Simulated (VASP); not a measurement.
KI (strained database structure): one r²SCAN single-point calculation in two programs

```xyz
2
Lattice="4.3563 0.0000 0.0000 0.0000 4.2911 0.0000 0.0000 0.0000 4.2911" Properties=species:S:1:pos:R:3 pbc="T T T"
K     0.0000    0.0000    0.0000
I     2.1782    2.1455    2.1455
```

Each program uses its own PAW datasets. VASP's cell holds 16 valence electrons and Ansatz's 26. Ansatz's stress includes a Pulay correction; VASP's doesn't.

Cutoffs: 520 eV in VASP, 500 eV in Ansatz. k meshes: 6×6×6 and 6×6×6.

```csv
,VASP,Ansatz
gap between bands v and c,3.97 eV,3.97 eV
least direct gap,4.32 eV,4.32 eV
pressure,-0.2 GPa,-0.2 GPa
```

Band v is the last that the valence electrons fill when counted band by band, and c is the next. Levels in eV from the top of v, Ansatz:

```tsv
point	v−1	v	c	c+1
Γ	-0.35	-0.35	3.97	5.24
X	-0.37	-0.26	6.07	6.71
M	-1.71	0.00	4.42	6.38
R	-1.68	-1.64	6.09	6.11
```

VASP:

| point | v−1 | v | c | c+1 |
| --- | --- | --- | --- | --- |
| Γ | -0.35 | -0.35 | 3.97 | 5.23 |
| X | -0.37 | -0.26 | 6.06 | 6.71 |
| M | -1.72 | 0.00 | 4.42 | 6.37 |
| R | -1.68 | -1.64 | 6.08 | 6.11 |
